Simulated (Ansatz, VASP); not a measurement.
**Two plane-wave programs on CdS**

```
Cd S
1.0
     0.00000    2.59262    2.59262
     2.59262    0.00000    2.59262
     2.59262    2.59262    0.00000
Cd S
1 1
Direct
  0.00000 0.00000 0.00000
  0.50000 0.50000 0.50000
```

Alike in both runs: functional LDA; k mesh 16 × 16 × 16; occupations fermi-dirac, width 0.08 eV; no spin polarisation.

Ansatz relaxed the structure, and its values are those at the end. VASP's run is a single point on that final structure, the one shown.

|  | VASP | Ansatz |
| --- | --- | --- |
| version | VASP 6.6.1 | Ansatz 0.2.0 |
| potentials or method | VASP PAW LDA potentials, release 64 (Cd, S) | PAW with Ansatz's default frozen-core files, scalar-relativistic |
| plane-wave cutoff (eV) | 520 | 420 |
| valence electrons in the cell | 18 | 26 |

|  | VASP | Ansatz | Ansatz less VASP |
| --- | --- | --- | --- |
| pressure (GPa) | 11.1 | 10.0 | -1.12 |

The two sets of potentials don't hold the same shells in valence.
